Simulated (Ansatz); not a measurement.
**MgO(111): a dynamics run in two tries**

The task is a short trajectory. The slab cell is 1×1.

The COD cell was measured well above room temperature, so it is larger than a cold one.

All numbers below are computed with Ansatz 0.2.0 (DFT PBE+D3(BJ), plane waves, PAW, scalar-relativistic, no spin polarisation).

### Step 1. Starting point

The cell holds 24 atoms (Mg12O12): a = 6.141 Å, b = 6.141 Å, c = 17.268 Å, α = 90.00°, β = 90.00°, γ = 60.00°.

Its coordinates follow in the input file.

### Step 2. The run

input.yaml

```yaml
crystal:
  lattice:
    - [6.141222, 0.0, 0.0]
    - [3.070611, 5.318455, 0.0]
    - [0.0, 0.0, 17.267859]
  atoms:
    - { symbol: Mg, position: [0.0, 0.0, 0.0579111] }
    - { symbol: O, position: [0.33333341, 0.83333328, 0.1305067] }
    - { symbol: Mg, position: [3.0e-08, 0.49999997, 0.0579111] }
    - { symbol: O, position: [0.33333338, 0.33333331, 0.1305067] }
    - { symbol: Mg, position: [0.50000003, 0.0, 0.0579111] }
    - { symbol: O, position: [0.83333345, 0.83333328, 0.1305067] }
    - { symbol: Mg, position: [0.50000007, 0.49999997, 0.0579111] }
    - { symbol: O, position: [0.83333341, 0.33333331, 0.1305067] }
    - { symbol: Mg, position: [0.68807949, 0.64203868, 0.21415568] }
    - { symbol: O, position: [0.02086024, 0.48760732, 0.26133285] }
    - { symbol: Mg, position: [0.66156554, 0.18066377, 0.20226475] }
    - { symbol: O, position: [0.99705245, 1.02604967, 0.26499304] }
    - { symbol: Mg, position: [0.16529751, 0.68834211, 0.21434374] }
    - { symbol: O, position: [0.48622554, 0.50783801, 0.27437662] }
    - { symbol: Mg, position: [0.17347591, 0.15990411, 0.20499955] }
    - { symbol: O, position: [0.5038146, -0.01376699, 0.25731553] }
    - { symbol: Mg, position: [0.38740309, 0.31049608, 0.34883054] }
    - { symbol: O, position: [0.72097232, 0.12806406, 0.4134062] }
    - { symbol: Mg, position: [0.44855464, 0.79157256, 0.35683825] }
    - { symbol: O, position: [0.7635042, 0.62685864, 0.4124671] }
    - { symbol: Mg, position: [0.88783151, 0.27388657, 0.35221643] }
    - { symbol: O, position: [0.22655985, 0.10920292, 0.41248532] }
    - { symbol: Mg, position: [0.92958279, 0.79848212, 0.45740265] }
    - { symbol: O, position: [0.2792064, 0.6400453, 0.42816253] }
basis:
  ecutwfc: 420.0
kpoints:
  mp_grid: { grid: [2, 2, 1] }
hamiltonian:
  xc: pbe
  dispersion: d3bj
  pseudopotentials: { kind: paw, azcp: { folder: soft_1 } }
scf:
  occupations: { method: fermi_dirac, width: 0.05 }
  lower_state_search: "off"
  max_iter: 61
md:
  timestep: 1
  n_steps: 25
  ensemble: nve
  temperature: 750.0
  initial_velocities: maxwell_boltzmann
  seed: 428789
  constraints: [{ sites: [0, 1, 2, 3, 4, 5, 6, 7] }]
  friction: 0.01
```

On the command line:

```sh
$ ansatz run input.yaml --threads 2 --pin off --max-ram 5120MiB --backend cpu --events-out ev --progress --plain --runs-dir out
```

Q: Predict the outcome of this session. Wanted: first try.

**Answer**, as computed:

```
 quantity                                                                           value
first try                                                                         refused
    cause  friction belongs to the Langevin ensembles, and this run is at constant energy
```

**Reading.** The fault in the first input was caught at the input check and cost nothing.
